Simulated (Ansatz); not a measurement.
Input and command of a calculation in Ansatz (plane waves; scalar-relativistic PAW potentials unless the input names others):

```yaml
crystal:
  lattice:
    - [1.2991769505, -4.9271187246, 0.0]
    - [1.2991769505, 4.9271187246, 0.0]
    - [0.0, 0.0, 4.1325625238]
  atoms:
    - { symbol: Zn, position: [0.3317495609, 0.6682504391, 0.75] }
    - { symbol: Zn, position: [0.6682504391, 0.3317495609, 0.25] }
    - { symbol: Cu, position: [0.0701612299, 0.9298387701, 0.75] }
    - { symbol: Cu, position: [0.9298387701, 0.0701612299, 0.25] }
basis:
  ecutwfc: 420
kpoints:
  mp_grid: { grid: [18, 18, 12], shift: [0.5, 0.5, 0.5] }
hamiltonian:
  xc: pbe
scf:
  occupations: { method: gaussian, width: 0.1 }
output:
  forces: true
  eigenvalues: true
  stress: true
```

```bash
ansatz run input.yaml --threads 1 --pin off --max-ram 2560MiB --backend cpu --events-out ev --progress --plain --runs-dir out
```

Abridged log:
```
Basis set: ecut = 420 eV, 1037 PW (Γ), exchange–correlation on 72×72×60 points (8 copies of the dense FFT grid, shifted against one another)
Bands: 38, of which v1, the nominal top of the filled ones, is band 31 counted from 1 (30 counted from 0)
Symmetry: 8 space group operations
k-points: 540 of 3888
SCF iter   1: F=—  HF=-19888.631010 eV  |F-HF|=—  |Δ(HF+E_count)|=         —  Δρ=2.10e-3  dr2=3.00e-3  ethr=1.77e-3  ⟨swp⟩=6.1  Hψ=79791  notcnv=0  defer=31
SCF iter   2: F=—  HF=-19888.631533 eV  |F-HF|=—  |Δ(HF+E_count)|=   5.23e-4  Δρ=1.21e-3  dr2=1.63e-3  ethr=4.84e-6  ⟨swp⟩=2.1  Hψ=37026  notcnv=0  defer=74
SCF iter   3: F=—  HF=-19888.631352 eV  |F-HF|=—  |Δ(HF+E_count)|=   1.81e-4  Δρ=7.75e-4  dr2=3.08e-4  ethr=2.62e-6  ⟨swp⟩=2.6  Hψ=30632  notcnv=0  defer=74
SCF iter   4: F=—  HF=-19888.631242 eV  |F-HF|=—  |Δ(HF+E_count)|=   1.10e-4  Δρ=2.59e-4  dr2=4.22e-5  ethr=4.96e-7  ⟨swp⟩=2.0  Hψ=31776  notcnv=0  defer=74
SCF iter   5: F=—  HF=-19888.631235 eV  |F-HF|=—  |Δ(HF+E_count)|=   6.30e-6  Δρ=8.57e-5  dr2=6.09e-6  ethr=6.81e-8  ⟨swp⟩=2.4  Hψ=30305  notcnv=0  defer=74
SCF iter   6: F=—  HF=-19888.631234 eV  |F-HF|=—  |Δ(HF+E_count)|=   1.06e-6  Δρ=3.86e-5  dr2=8.39e-7  ethr=9.81e-9  ⟨swp⟩=2.0  Hψ=31708  notcnv=0  defer=74
SCF iter   7: F=—  HF=-19888.631234 eV  |F-HF|=—  |Δ(HF+E_count)|=   2.67e-7  Δρ=1.88e-5  dr2=1.81e-7  ethr=1.35e-9  ⟨swp⟩=2.0  Hψ=31777  notcnv=0  defer=74
SCF iter   8: F=-19888.631234 eV  HF=-19888.631234 eV  |F-HF|=4.29e-9  |Δ(HF+E_count)|=   1.84e-8  Δρ=3.29e-6  dr2=6.95e-9  ethr=1.61e-10  ⟨swp⟩=8.2  Hψ=97097  notcnv=0
SCF 1 converged in 8 iterations: F = -19888.631234 eV  dr2 = 6.95e-9
SCF converged after 8 iterations
Free energy (F): -19888.631234 eV
Harris-Foulkes:  -19888.631234 eV  (|F-HF|=4.29e-9)
Internal energy: -19888.627006 eV  (E = F + TS)
E sigma→0 (E₀):  -19888.629120 eV
Entropy (-TS):   -0.004228 eV (-1.057 meV/atom)
Fermi energy:    13.880319 eV
--- Forces (eV/Å), atoms counted from 1 ---
  atom   1  Zn     0.00000000     0.00007105     0.00000000
  atom   2  Zn     0.00000000    -0.00007105     0.00000000
  atom   3  Cu     0.00000000    -0.00124632     0.00000000
  atom   4  Cu     0.00000000     0.00124632     0.00000000
--- Stress (GPa, compression-positive) ---
        0.100125       0.000000       0.000000
        0.000000      -0.321012       0.000000
        0.000000       0.000000       0.130174
  P = ⅓ Tr σ = -0.0302 GPa (-0.302 kbar)
```

Apart from outputs, empty bands and the relaxation, which only the reference makes, the input differs from a reference run on usual settings in kpoints.mp_grid.shift: not typed → [0.5, 0.5, 0.5]. The reference, at the same geometry, ended its own course with pressure 0.00 GPa, largest force 0.001 eV/Å, no gap on the mesh. This run converged in 8 SCF iterations with an energy at zero smearing 0.43 meV/atom below the reference's, pressure -0.03 GPa, largest force 0.001 eV/Å, no gap on the mesh.